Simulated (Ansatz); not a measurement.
Crystal: CdS.

```
CELL_PARAMETERS angstrom
0.00000 2.75324 2.75324
2.75324 0.00000 2.75324
2.75324 2.75324 0.00000
ATOMIC_POSITIONS crystal
Cd 0.00000 0.00000 0.00000
S 0.50000 0.50000 0.50000
```

Measurements of this composition are mostly on another form, of space group No. 186.

Below is the output of Ansatz 0.2.0 for this cell. Logs are shortened: lines on timing, memory, paths and dates and some standing lists are left out, and cuts for length are marked.

```text
Warning: RAYON_NUM_THREADS=2 ignored (pool sized by the plan → 2); use --threads N
scf.n_extra_bands = 6 over 26 filled bands (N_el = 26.0): the run solves 32 bands
Engine: ansatz 0.2.0, aarch64-unknown-linux-gnu
Pseudopotentials: kind: paw_fr
Pseudopotential: Cd, paw_fr, valence charge 20, recommended cutoff 420 eV (normal), Cd.paw.azcp#standard-fr
Pseudopotential: S, paw_fr, valence charge 6, recommended cutoff 420 eV (normal), S.paw.azcp#standard-fr
Functional definition: PBEsol
  exchange = pbesol_x
  correlation = pbesol_c
non-collinear run that drives no moment, with spin-orbit: no starting moment large enough to seed its density (crystal.atoms[].spin), no starting occupations that ask for one, no magnetisation constraint and no magnetic field, so the semilocal B_xc is pinned to zero
Crystal: 2 atoms, lattice volume = 41.741 Å³
Basis set: ecut = 420 eV, 869 PW (Γ), exchange–correlation on 54×54×54 points (8 copies of the dense FFT grid, shifted against one another)
Bands: 32, of which v1, the nominal top of the filled ones, is band 26 counted from 1 (25 counted from 0)
Symmetry: 48 space group operations + 48 with time reversal
Magnetic group: BNS 225.117 (UNI 1619), of the structure as read, at distance tolerance 3.5e-5 Å
k-points: 16 of 216
Projection manifold: j_resolved (fully-relativistic pseudo-atomic orbitals)
Non-local potential: Cd, projectors of the file, l = 0: 3, l = 1: 4, l = 2: 4, l = 3: 2
Non-local potential: S, projectors of the file, l = 0: 2, l = 1: 4, l = 2: 4
PAW form: soft (Blöchl's): semilocal exchange-correlation on the pseudo side does not see the compensation charge
PAW frozen core: Cd, regenerated for the run's functional, and the local potential with it (the file was generated under x = pbe(κ = 0.804, μ = 0.2195149727645171), c = pbe(β = 0.06672455060314922))
PAW frozen core: S, regenerated for the run's functional, and the local potential with it (the file was generated under x = pbe(κ = 0.804, μ = 0.2195149727645171), c = pbe(β = 0.06672455060314922))
PAW one-centre angular grid: Cd, 590 points (default); XC on 64 Gauss nodes
PAW one-centre angular grid: S, 110 points (default); XC on 64 Gauss nodes
[... 16 lines left out ...]
Absolute magnetization: 0.0000 μB (∫|m|)
  site 0: m = (+0.0000, +0.0000, +0.0000) μB, |m| = 0.0000 μB  (R = 1.14 Å)
  site 1: m = (+0.0000, +0.0000, +0.0000) μB, |m| = 0.0000 μB  (R = 1.14 Å)
Free energy (F): -9072.660739 eV
Harris-Foulkes:  -9072.660739 eV  (|F-HF|=4.15e-10)
Internal energy: -9072.657431 eV  (E = F + TS)
E sigma→0 (E₀):  -9072.659085 eV
Entropy (-TS):   -0.003308 eV (-1.654 meV/atom)
Fermi energy:    9.393952 eV
--- Per-component energies (eV) ---
  E_band       = -449.624827
  E_kinetic    = 610.136611
  E_local      = -3569.851918  (includes V_loc(G=0)·N_el)
  E_nonlocal   = 64.479386
  E_hartree    = 1649.145574
  E_xc         = -270.682127
  E_vxc        = -307.240772  (∫ρ·V_xc dr)
  E_paw        = -4600.604077  (= ΣΔE_a)
  E_vpaw       = -545.437729  (= ΣTr[D̂ρ^β])
  E_aug_tail   = 0.000014  (compensation charges beyond the density's cutoff)
  E_ewald      = -2955.687317
  E_core_change = 0.406424  (= ΣΔE_core)
  E_smearing   = -0.003308  (= −TS)
  E_closure    = 0.000000  (closes the sum)
  Σ components = -9072.660739   (vs F -9072.660739, Δ=0.00e0)
--- Forces (eV/Å), atoms counted from 1 ---
  atom   1  Cd     0.00000000    -0.00000000     0.00000000
  atom   2  S      0.00000000     0.00000000     0.00000000
  max |Σ_I F_I| component: 4.84e-29 eV/Å
--- Stress (GPa, compression-positive) ---
       -4.405897       0.000000       0.000000
        0.000000      -4.405897      -0.000000
        0.000000      -0.000000      -4.405897
  P = ⅓ Tr σ = -4.4059 GPa (-44.059 kbar)
--- Band table (eV; the first three rows and the last of 16) ---
  k-point 0: bands = ["-92.1272", "-92.1272", "-57.2978", "-57.2978", "-51.4528", "-51.4528", "-51.4528", "-51.4528", "-3.4111", "-3.4111", "1.3148", "1.3148", "1.3148", "1.3148", "1.9966", "1.9966", "1.9966", "1.9966", "1.9976", "1.9976", "8.4507", "8.4507", "8.5836", "8.5836", "8.5836", "8.5836", "9.9817", "9.9817", "18.3284", "18.3284", "18.3284", "18.3284"]
  k-point 1: bands = ["-92.1272", "-92.1272", "-57.2979", "-57.2979", "-51.4531", "-51.4531", "-51.4528", "-51.4528", "-3.1832", "-3.1832", "1.2843", "1.2843", "1.3102", "1.3102", "1.9264", "1.9264", "2.0023", "2.0023", "2.0126", "2.0126", "6.8448", "6.8448", "8.6692", "8.6692", "8.7404", "8.7404", "11.6445", "11.6445", "16.6109", "16.6109", "17.4579", "17.4579"]
  k-point 2: bands = ["-92.1272", "-92.1272", "-57.2981", "-57.2981", "-51.4537", "-51.4537", "-51.4530", "-51.4530", "-2.6426", "-2.6426", "1.2043", "1.2043", "1.2634", "1.2634", "1.7797", "1.7797", "2.0409", "2.0409", "2.0410", "2.0410", "5.1282", "5.1282", "9.0478", "9.0478", "9.0852", "9.0852", "12.7142", "12.7142", "15.5871", "15.5871", "15.7599", "15.7599"]
  k-point 15: bands = ["-92.1272", "-92.1272", "-57.2983", "-57.2983", "-51.4540", "-51.4540", "-51.4536", "-51.4536", "-2.4184", "-2.4184", "1.2874", "1.2874", "1.6356", "1.6356", "1.9252", "1.9252", "2.1432", "2.1432", "2.6246", "2.6246", "5.6059", "5.6059", "6.5388", "6.5388", "6.6313", "6.6313", "11.5627", "11.5627", "15.9256", "15.9256", "17.0188", "17.0188"]
```

Write the input and the command behind it.

Band structure with PBEsol, spin-orbit coupling, no magnetisation. The files as run (others can give the same):

input.yaml
```yaml
crystal:
  lattice:
    - [0.0, 2.753244, 2.753244]
    - [2.753244, 0.0, 2.753244]
    - [2.753244, 2.753244, 0.0]
  atoms:
    - { symbol: Cd, position: [0.0, 0.0, 0.0] }
    - { symbol: S, position: [0.5, 0.5, 0.5] }
hamiltonian:
  xc: pbesol
  pseudopotentials: { kind: paw_fr }
magnetization:
  noncollinear: true
  spin_orbit: true
kpoints:
  mp_grid: { grid: [6, 6, 6] }
  band_path:
    path:
      - [[0.0, 0.0, 0.0], [0.5, 0.0, 0.5], [0.5, 0.25, 0.75], [0.375, 0.375, 0.75], [0.0, 0.0, 0.0], [0.5, 0.5, 0.5], [0.625, 0.25, 0.625], [0.5, 0.25, 0.75], [0.5, 0.5, 0.5], [0.375, 0.375, 0.75]]
      - [[0.625, 0.25, 0.625], [0.5, 0.0, 0.5]]
    npoints: 14
scf:
  occupations: { method: fermi_dirac, width: 0.05 }
  n_extra_bands: 6
output:
  forces: true
  stress: true
  eigenvalues: true
  fatbands: false
  write_density: true
  write_potential: true
  elf: true
  volumetric_format: npy
```

Potentials or basis: Ansatz PAW.
The run is started by
```sh
$ ansatz run input.yaml --threads 2 --pin off --max-ram 5632MiB --backend cpu --events-out ev --progress --plain --runs-dir out
```

Caveat: the PAW data sets come from PBE, with cores solved anew for the run's functional, which leaves a small shift of forces and pressure.
